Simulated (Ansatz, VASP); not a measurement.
# TaN in VASP and in Ansatz

Contents of INCAR:

```
SYSTEM = TaN
ALGO = Normal ; EDIFF = 1E-7
ENCUT = 520 ; GGA = PE
ISIF = 2 ; ISMEAR = -1
LASPH = .TRUE. ; LCHARG = .FALSE.
LREAL = .FALSE. ; LWAVE = .FALSE.
NBANDS = 15 ; NELM = 60
PREC = Accurate ; SIGMA = 0.05
```

The input KPOINTS:

```
k-points
0
G
  9 9 9
  0 0 0
```

Contents of POSCAR:

```
TaN
1.0
    0.0000000000      2.4911437700      2.4911437700
    2.4911437700      0.0000000000      2.4911437700
    2.4911437700      2.4911437700      0.0000000000
Ta N
1 1
Direct
    0.0000000000      0.0000000000      0.0000000000
    0.2500000000      0.2500000000      0.2500000000
```

input.yaml

```yaml
crystal:
  lattice:
    - [0.0, 2.49114377, 2.49114377]
    - [2.49114377, 0.0, 2.49114377]
    - [2.49114377, 2.49114377, 0.0]
  atoms:
    - { symbol: Ta, position: [0.0, 0.0, 0.0] }
    - { symbol: "N", position: [0.25, 0.25, 0.25] }
hamiltonian:
  xc: pbe
  pseudopotentials: { kind: paw }
kpoints:
  mp_grid: { grid: [9, 9, 9] }
scf:
  occupations: { method: fermi_dirac, width: 0.05 }
output:
  forces: true
  stress: true
  eigenvalues: true
```

The cell comes from a database or a generator and needn't be the stable form of this composition.

Alike in both runs: task single point; functional PBE; k mesh 9 × 9 × 9; occupations fermi-dirac, width 0.05 eV; no spin polarisation.

|  | VASP | Ansatz |
| --- | --- | --- |
| version | VASP 6.6.1 | Ansatz 0.2.0 |
| potentials or method | VASP PAW PBE potentials, release 64 (Ta_pv, N) | Ansatz PAW |
| plane-wave cutoff (eV) | 520 | 420 |
| valence electrons in the cell | 16 | 18 |

```csv
,VASP,Ansatz,Ansatz less VASP
gap on the k mesh at the Fermi level (eV),none,none,-
pressure (GPa),-25.3,-25.5,-0.23
```

A gap of «none» marks a metal or a gap that the smearing closes. The functional is the same, so the differences come from potentials, cutoffs and numerics. The two sets of potentials don't hold the same shells in valence.

Caveats: so large a pressure means that the cell lies far from this level's equilibrium, or that cutoff or potentials fall short; the pressure holds a Pulay correction of +0.3 GPa for the finite cutoff (Ansatz). Spin-orbit coupling is left out, which matters for the levels of Ta.
